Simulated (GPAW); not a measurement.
# Cu (I4/mmm) in GPAW: notebook

The runs below take Cu through relaxation of cell and atoms, molecular dynamics, with PBEsol, PBE+D3(op).

Everything below comes from runs of GPAW 26.7.0. Logs are shortened: lines on timing, memory, paths and dates and some standing lists are left out, and cuts for length are marked. The log counts tension as positive stress, the text compression.

### 1 The crystal as given

Symmetry: I4/mmm, No. 139, tetragonal system. The conventional cell has a = 2.886 Å, b = 2.886 Å, c = 2.752 Å, α = 90.00°, β = 90.00°, γ = 90.00°. Around Cu (site symmetry 4/mmm) lie 10 Cu at 2.46 to 2.75 Å.

This isn't the form of Cu at room conditions, which is fcc.

### 2 Relaxation of cell and atoms, PBEsol, target pressure 20 GPa, at which the enthalpy is minimised

run.py reads:

```python
from ase import Atoms
from ase.filters import FrechetCellFilter
from ase.io import write
from ase.optimize import BFGS
from ase.units import GPa
from gpaw import GPAW, PW, setup_paths

setup_paths.insert(0, '.')

atoms = Atoms(['Cu'],
              cell=[[-1.44279332, 1.44279332, 1.37608145],
                    [1.44279332, -1.44279332, 1.37608145],
                    [1.44279332, 1.44279332, -1.37608145]],
              scaled_positions=[[0.0, 0.0, 0.0]],
              pbc=True)

calc = GPAW(mode=PW(600),
            xc='PBEsol',
            kpts={'size': (13, 13, 13), 'gamma': True},
            occupations={'name': 'fermi-dirac', 'width': 0.05},
            nbands=14,
            convergence={'density': 1e-05, 'forces': 0.0001},
            maxiter=150,
            txt='gpaw.txt')
atoms.calc = calc
opt = BFGS(FrechetCellFilter(atoms, scalar_pressure=20 * GPa), trajectory='relax.traj', logfile='-')
done = opt.run(fmax=0.02, steps=60)
calc.write('gs.gpw')
write('result.traj', atoms)
print('Converged:', done)
print('Cell:', atoms.cell.cellpar().round(4))
print('Volume:', round(atoms.get_volume(), 4))
print(atoms.get_scaled_positions().round(5))
```

Potentials or basis: PAW data sets generated in the run's folder for this functional, pw.

The run is started by

```bash
> gpaw-setup -f PBEsol Cu
> OMP_NUM_THREADS=1 python run.py
```

gpaw.txt:

```text
__  _  _
 | _ |_)|_||  |
 |__||  | ||/\| - 26.7.0

Input parameters:
  mode=PW(ecut=600.0),
  convergence={'density': 1e-05, 'forces': 0.0001},
  kpts=MonkhorstPack(size=(13, 13, 13), gamma=True),
  maxiter=150,
  nbands=14,
  occupations=Occupations(name='fermi-dirac', width=0.05),
  xc=XC(name='PBEsol')

Diagonalizing LCAO Hamiltonian
Converting LCAO to pw mode

       Cu

Atoms  # Å, Bohr magnetons
|   | symbol |        x |        y |        z |    initial magnetic moments |
|---|--------|----------|----------|----------|-----------------------------|
| 0 |     Cu | 0.000000 | 0.000000 | 0.000000 | ( 0.0000,  0.0000,  0.0000) |

Unit cell  # Å
| periodic |         x |         y |         z |  lengths |     angles |
|----------|-----------|-----------|-----------|----------|------------|
|      yes | -1.442793 |  1.442793 |  1.376081 | 2.461078 | 108.218096 |
|      yes |  1.442793 | -1.442793 |  1.376081 | 2.461078 | 108.218096 |
|      yes |  1.442793 |  1.442793 | -1.376081 | 2.461078 | 112.007635 |

Number of symmetries: 16
Symmetry operations  # r_c * U_cc + t_c -> r_c
|    | kind |            matrix            |
|----|------|------------------------------|
|  0 |  σ   |  1, 1, 1,  0, 0,-1,  0,-1, 0 |
|  1 |  C4  |  1, 1, 1,  0, 0,-1, -1, 0, 0 |
|  2 |  E   |  1, 0, 0,  0, 1, 0,  0, 0, 1 |
|  3 |  σ   |  1, 0, 0,  0, 1, 0, -1,-1,-1 |
|  4 |  σ   |  0, 1, 0,  1, 0, 0,  0, 0, 1 |
|  5 |  C2  |  0, 1, 0,  1, 0, 0, -1,-1,-1 |
|  6 |  C2  |  0, 0, 1, -1,-1,-1,  1, 0, 0 |
|  7 |  S4  |  0, 0, 1, -1,-1,-1,  0, 1, 0 |
|  8 |  C4  |  0, 0,-1,  1, 1, 1,  0,-1, 0 |
[... 381 lines left out ...]
Stress tensor  # eV/Ang^3
|         x |         y |         z |
|-----------|-----------|-----------|
| -0.073724 | -0.000000 | -0.000000 |
| -0.000000 | -0.073724 |  0.000000 |
| -0.000000 |  0.000000 | -0.077067 |

Forces  # eV/Ang
|        x |        y |        z |
|----------|----------|----------|
| -0.00000 | -0.00000 | -0.00000 |  # Cu   0

Interpolating wave functions to new cell

       Cu

Atoms  # Å, Bohr magnetons
|   | symbol |         x |         y |         z |    initial magnetic moments |
|---|--------|-----------|-----------|-----------|-----------------------------|
| 0 |     Cu | -0.000000 | -0.000000 | -0.000000 | ( 0.0000,  0.0000,  0.0000) |
[... 190 lines left out ...]
Stress tensor  # eV/Ang^3
|         x |         y |         z |
|-----------|-----------|-----------|
| -0.129835 |  0.000000 | -0.000000 |
|  0.000000 | -0.129835 |  0.000000 |
| -0.000000 |  0.000000 | -0.135452 |

Forces  # eV/Ang
|        x |        y |       z |
|----------|----------|---------|
| -0.00000 | -0.00000 | 0.00000 |  # Cu   0

Interpolating wave functions to new cell

       Cu

Atoms  # Å, Bohr magnetons
|   | symbol |         x |         y |         z |    initial magnetic moments |
|---|--------|-----------|-----------|-----------|-----------------------------|
| 0 |     Cu | -0.000000 | -0.000000 | -0.000000 | ( 0.0000,  0.0000,  0.0000) |
[... 138 lines left out ...]
SCF iterations
|iter     | |      energy | eigst |  dens |force |
|---------|-|-------------|-------|-------|------|
|iter:   1| |   -4.137700 | -3.43 |       |      |
|iter:   2| |   -4.137568 | -6.33 | -2.58 |      |
|iter:   3| |   -4.137329c| -5.45 | -2.67 |      |
|iter:   4| |   -4.137327c| -6.39 | -3.39 |      |
|iter:   5| |   -4.137328c| -5.92 | -3.56 |      |
|iter:   6| |   -4.137328c| -7.72c| -4.53 |      |
|iter:   7| |   -4.137328c| -8.51c| -4.64 |      |
|iter:   8| |   -4.137328c|-10.20c| -5.88c|      |
|iter:   9| |   -4.137328c|-10.32c| -6.23c|-25.97c|

Converged in 9 steps
Energy contributions relative to reference atoms: (reference = -44984.480490)

Energy contributions:
  Kinetic:          -9.447089
  Coulomb:           7.703084
  Zero:              0.065335
  External:          0.000000
  Xc:               -2.457527
  Entropy:          -0.002261
  Spinorbit:         0.000000
  ----------------------------
  Free energy:      -4.138459
  Extrapolated:     -4.137328
[... 25 lines left out ...]
Stress tensor  # eV/Ang^3
|         x |         y |         z |
|-----------|-----------|-----------|
| -0.122935 |  0.000000 | -0.000000 |
|  0.000000 | -0.122935 |  0.000000 |
| -0.000000 |  0.000000 | -0.128014 |

Forces  # eV/Ang
|        x |        y |       z |
|----------|----------|---------|
| -0.00000 | -0.00000 | 0.00000 |  # Cu   0

Interpolating wave functions to new cell

       Cu

Atoms  # Å, Bohr magnetons
|   | symbol |         x |         y |         z |    initial magnetic moments |
|---|--------|-----------|-----------|-----------|-----------------------------|
| 0 |     Cu | -0.000000 | -0.000000 | -0.000000 | ( 0.0000,  0.0000,  0.0000) |
[... 130 lines left out ...]
convergence criteria:
- Maximum integral of absolute [dens]ity change: 1e-05 electrons / valence electron
- Maximum change in the atomic [forces] across last 2 cycles: 0.0001 eV/Ang OR
Maximum error relative to the maximum force is below inf
- Maximum [total energy] change in last 3 cyles: 0.0005 eV / valence electron
- Maximum integral of absolute [eigenst]ate change: 4e-08 eV^2 / valence electron
maximum number of iterations: 150

SCF iterations
|iter     | |      energy | eigst |  dens |force |
|---------|-|-------------|-------|-------|------|
|iter:   1| |   -4.137580 | -4.03 |       |      |
|iter:   2| |   -4.137580 | -7.64c| -3.69 |      |
|iter:   3| |   -4.137578c| -7.43c| -3.73 |      |
|iter:   4| |   -4.137578c| -7.90c| -4.17 |      |
|iter:   5| |   -4.137578c| -8.78c| -5.31c|      |
|iter:   6| |   -4.137578c| -9.09c| -5.70c|-24.52c|

Converged in 6 steps
Energy contributions relative to reference atoms: (reference = -44984.480490)

Energy contributions:
  Kinetic:          -9.457078
  Coulomb:           7.711005
  Zero:              0.065300
  External:          0.000000
  Xc:               -2.455671
  Entropy:          -0.002267
  Spinorbit:         0.000000
  ----------------------------
  Free energy:      -4.138712
  Extrapolated:     -4.137578
[... 25 lines left out ...]
Stress tensor  # eV/Ang^3
|         x |         y |         z |
|-----------|-----------|-----------|
| -0.122726 |  0.000000 | -0.000000 |
|  0.000000 | -0.122726 |  0.000000 |
| -0.000000 |  0.000000 | -0.127532 |

Forces  # eV/Ang
|       x |       y |        z |
|---------|---------|----------|
| 0.00000 | 0.00000 | -0.00000 |  # Cu   0

Interpolating wave functions to new cell

       Cu

Atoms  # Å, Bohr magnetons
|   | symbol |        x |         y |         z |    initial magnetic moments |
|---|--------|----------|-----------|-----------|-----------------------------|
| 0 |     Cu | 0.000000 | -0.000000 | -0.000000 | ( 0.0000,  0.0000,  0.0000) |
[... 138 lines left out ...]
SCF iterations
|iter     | |      energy | eigst |  dens |force |
|---------|-|-------------|-------|-------|------|
|iter:   1| |   -4.138384 | -1.62 |       |      |
|iter:   2| |   -4.138355 | -5.43 | -2.56 |      |
|iter:   3| |   -4.138098c| -5.12 | -2.58 |      |
|iter:   4| |   -4.138085c| -6.02 | -3.15 |      |
|iter:   5| |   -4.138086c| -8.24c| -4.16 |      |
|iter:   6| |   -4.138086c| -8.74c| -4.52 |      |
|iter:   7| |   -4.138086c| -7.58c| -4.79 |      |
|iter:   8| |   -4.138086c| -9.64c| -6.17c|      |
|iter:   9| |   -4.138086c|-10.99c| -6.52c|-25.43c|

Converged in 9 steps
Energy contributions relative to reference atoms: (reference = -44984.480490)

Energy contributions:
  Kinetic:          -9.503719
  Coulomb:           7.750174
  Zero:              0.065365
  External:          0.000000
  Xc:               -2.448684
  Entropy:          -0.002444
  Spinorbit:         0.000000
  ----------------------------
  Free energy:      -4.139308
  Extrapolated:     -4.138086
[... 235 lines left out ...]
Stress tensor  # eV/Ang^3
|         x |         y |         z |
|-----------|-----------|-----------|
| -0.124144 |  0.000000 | -0.000000 |
|  0.000000 | -0.124144 |  0.000000 |
| -0.000000 |  0.000000 | -0.124926 |

Forces  # eV/Ang
|       x |        y |       z |
|---------|----------|---------|
| 0.00000 | -0.00000 | 0.00000 |  # Cu   0

# Writing to gs.gpw (mode='')
```

Wall time 94 s (1 thread of Arm Neoverse V2, shared host); peak memory 0.19 GiB.

Results:

```yaml
Free_energy: -4.1384 eV
Relaxed_volume: 10.44 Å³/atom
Relaxed_cell: a = 2.385 Å, b = 2.385 Å, c = 2.385 Å, α = 108.83°, β = 108.83°, γ = 110.76°
Space_group_after_relaxing_to_0.05_Å: I4/mmm (No. 139)
Energy_change_on_relaxing_the_enthalpy_is_what_falls: +61.7 meV/atom
Ionic_steps: 7
Pressure_after_relaxing: 19.9 GPa
Band_gap_on_the_k_mesh: none (metal or under the smearing width)
```

The path:
| step | energy change (eV) | largest force (eV/Å) | pressure (GPa) | volume (Å³) |
| --- | --- | --- | --- | --- |
| 1 | 0.0000 | 0.0000 | 0.65 | 11.46 |
| 2 | 0.0256 | 0.0000 | 11.99 | 10.80 |
| 3 | 0.0674 | 0.0000 | 21.10 | 10.40 |
| 4 | 0.0615 | 0.0000 | 19.97 | 10.44 |
| 5 | 0.0612 | 0.0000 | 19.92 | 10.44 |
| 6 | 0.0607 | 0.0000 | 19.77 | 10.45 |
| 7 | 0.0617 | 0.0000 | 19.93 | 10.44 |

Final structure:
```yaml
crystal:
  lattice:
    - [-1.38774, 1.38774, 1.35498]
    - [1.38774, -1.38774, 1.35498]
    - [1.38774, 1.38774, -1.35498]
  atoms:
    - { symbol: Cu, position: [0.00000, 0.00000, 0.00000] }
```

Caveat: with this Cu data set, volumes or pressures lay over 1.5 % or 2 GPa off other programs in two to four cells of ten; later steps reuse the first step's grids.

### 3 Relaxation of cell and atoms, PBEsol, target pressure 30 GPa, at which the enthalpy is minimised

run.py, as its differences from that of step 2:

```diff
@@ -25,3 +25,3 @@
 atoms.calc = calc
-opt = BFGS(FrechetCellFilter(atoms, scalar_pressure=20 * GPa), trajectory='relax.traj', logfile='-')
+opt = BFGS(FrechetCellFilter(atoms, scalar_pressure=30 * GPa), trajectory='relax.traj', logfile='-')
 done = opt.run(fmax=0.02, steps=60)
```

Potentials or basis: PAW data sets generated in the run's folder for this functional, pw.

The run is started by

```bash
> gpaw-setup -f PBEsol Cu
> OMP_NUM_THREADS=1 python run.py
```

Run time: 84 s. Hardware: 1 thread of Arm Neoverse V2, shared host; peak memory 0.19 GiB.

Results (log left out):

| Property | Result |
| --- | --- |
| Free energy | -4.0807 eV |
| Relaxed volume | 10.07 Å³/atom |
| Relaxed cell | a = 2.356 Å, b = 2.356 Å, c = 2.356 Å, α = 108.86°, β = 108.86°, γ = 110.71° |
| Space group after relaxing (to 0.05 Å) | I4/mmm (No. 139) |
| Energy change on relaxing (the enthalpy is what falls) | +119.2 meV/atom |
| Ionic steps | 6 |
| Pressure after relaxing | 29.9 GPa |
| Band gap on the k mesh | none (metal or under the smearing width) |

Stress tensor (GPa, compression positive):
```
29.80  0.00  0.00
 0.00 29.80  0.00
 0.00  0.00 30.17
```

The path:
```
step  energy change (eV)  largest force (eV/Å)  pressure (GPa)  volume (Å³)
   1              0.0000                0.0000            0.65        11.46
   2              0.0577                0.0000           19.23        10.47
   3              0.1320                0.0000           31.96        10.01
   4              0.1190                0.0000           29.93        10.07
   5              0.1187                0.0000           29.89        10.07
   6              0.1192                0.0000           29.92        10.07
```

Final structure:
```
Cu
1.0
    -1.37083    1.37083    1.33961
     1.37083   -1.37083    1.33961
     1.37083    1.37083   -1.33961
Cu
1
Cartesian
  0.0000 0.0000 0.0000
```

Levels at points of the mesh, in eV from the Fermi level:
```csv
k point,band 4,band 5,band 6,band 7,band 8,band 9
"(0.00, 0.00, 0.00)",-3.56,-2.38,-2.26,27.12,27.12,27.73
```

Caveat: with this Cu data set, volumes or pressures lay over 1.5 % or 2 GPa off other programs in two to four cells of ten; later steps reuse the first step's grids.

### 4 Molecular dynamics, PBE+D3(op)

run.py reads:

```python
import numpy as np
import time
from ase import units
from ase.calculators.mixing import SumCalculator
from ase.io import read
from ase.md.velocitydistribution import MaxwellBoltzmannDistribution, Stationary
from ase.md.verlet import VelocityVerlet
from dftd3.ase import DFTD3
from gpaw import GPAW, PW

atoms = read('POSCAR')

atoms = atoms.repeat((2, 2, 2))
calc = GPAW(mode=PW(420),
            xc='PBE',
            kpts={'size': (3, 3, 3), 'gamma': True},
            occupations={'name': 'fermi-dirac', 'width': 0.1},
            nbands=74,
            convergence={'density': 1e-05},
            maxiter=60,
            symmetry={'point_group': False},
            txt='gpaw.txt')
atoms.calc = SumCalculator([calc, DFTD3(method='pbe', damping='d3op')])
rng = np.random.default_rng(45)
MaxwellBoltzmannDistribution(atoms, temperature_K=300, force_temp=True, rng=rng)
Stationary(atoms)
dyn = VelocityVerlet(atoms, 2.0 * units.fs,
      trajectory='md.traj', logfile='-')
start = time.time()
for _ in dyn.irun(20):
    if time.time() - start > 1340:  # wall-time guard, s
        break
```

POSCAR reads:

```
Cu
1.0
   -1.4427933200      1.4427933200      1.3760814500
    1.4427933200     -1.4427933200      1.3760814500
    1.4427933200      1.4427933200     -1.3760814500
Cu
1
Direct
    0.0000000000      0.0000000000      0.0000000000
```

Potentials or basis: GPAW PAW data sets (gpaw-data 1.2.1), pw.

The run is started by

```bash
> OMP_NUM_THREADS=1 python run.py
```

Wall time 8 min (1 thread of AMD EPYC 7B13 (Zen 3), shared host); peak memory 0.21 GiB.

Step by step:
```
step  potential energy change (eV)  largest force (eV/Å)  temperature (K)
   1                        0.0000                0.0000              300
   2                        0.0012                0.0857              299
   3                        0.0046                0.1703              295
   4                        0.0103                0.2538              289
   5                        0.0180                0.3357              281
   6                        0.0274                0.4148              272
   7                        0.0384                0.4907              260
   8                        0.0505                0.5626              248
   9                        0.0634                0.6299              234
  10                        0.0766                0.6920              220
  11                        0.0898                0.7482              206
  12                        0.1026                0.7981              193
  13                        0.1146                0.8412              180
  14                        0.1254                0.8767              169
  15                        0.1347                0.9045              159
  16                        0.1422                0.9243              150
  17                        0.1478                0.9359              144
  18                        0.1513                0.9393              139
  19                        0.1527                0.9345              137
  20                        0.1521                0.9231              137
  21                        0.1494                0.9079              138
```

Caveat: the k mesh is coarse; later steps reuse the first step's grids.

### 5 Summary

| task | level | potentials or basis | cell | k mesh | cutoff (eV) | smearing | maxiter | optimizer | fmax | max steps | target pressure | other keys | gap on the mesh (eV) | pressure (GPa) |
| --- | --- | --- | --- | --- | --- | --- | --- | --- | --- | --- | --- | --- | --- | --- |
| relaxation of cell and atoms | PBEsol | PAW data sets generated in the run's folder for this functional, pw | relaxed to 20 GPa | 13 × 13 × 13 | 600 | fermi-dirac 0.05 eV | 150 | BFGS | 0.02 eV/Å | 60 | 20 GPa | - | none | 19.9 |
| relaxation of cell and atoms | PBEsol | PAW data sets generated in the run's folder for this functional, pw | relaxed to 30 GPa | 13 × 13 × 13 | 600 | fermi-dirac 0.05 eV | 150 | BFGS | 0.02 eV/Å | 60 | 30 GPa | - | none | 29.9 |
| molecular dynamics | PBE+D3(op) | GPAW PAW data sets (gpaw-data 1.2.1), pw | as given | 6 × 6 × 6 | 420 | fermi-dirac 0.1 eV | 60 | - | - | - | - | several, not listed | - | - |

Alike in all rows: no spin polarisation.

Caveats: later steps reuse the first step's grids; with this Cu data set, volumes or pressures lay over 1.5 % or 2 GPa off other programs in two to four cells of ten (some runs).

Total energies depend on the potentials used, so only differences within one code and one set of settings carry meaning.
